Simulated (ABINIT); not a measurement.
InP, 2 atoms in the cell. It takes space group F-43m (No. 216, cubic). The conventional cell has a = 5.861 Å, b = 5.861 Å, c = 5.861 Å, α = 90.00°, β = 90.00°, γ = 90.00°. In (site symmetry -43m) is surrounded by 4 P at 2.54 Å. P (site symmetry -43m) is surrounded by 4 In at 2.54 Å. 

| Quantity | Value |
| --- | --- |
| Program | ABINIT 10.8.3 (patched build) |
| Task | single point |
| Functional | r2SCAN |
| Potentials or basis | Ansatz PAW PBE default generated set, frozen core |
| Cutoff | 490 eV |
| k mesh | 8 × 8 × 8 |
| Occupations | fermi-dirac, width 0.05 eV |
| Spin | no spin polarisation |
| Fine-grid cutoff | 979.61 eV |

Potentials or basis: Ansatz PAW PBE default generated set, frozen core.

Command:

```console
$ mpirun --bind-to none -np 4 abinit run.abi > log 2>&1
```

Hardware: 4 MPI ranks on Arm Neoverse V2, with other jobs on the host.

Question: Estimate the wall time of this run.

Answer: Run time: 39 s on 4 MPI ranks on Arm Neoverse V2 (shared host), peak memory 0.92 GiB a rank. Counts: scf iterations 9, mpi ranks 4, k points 29, bands 13, plane waves 1254.
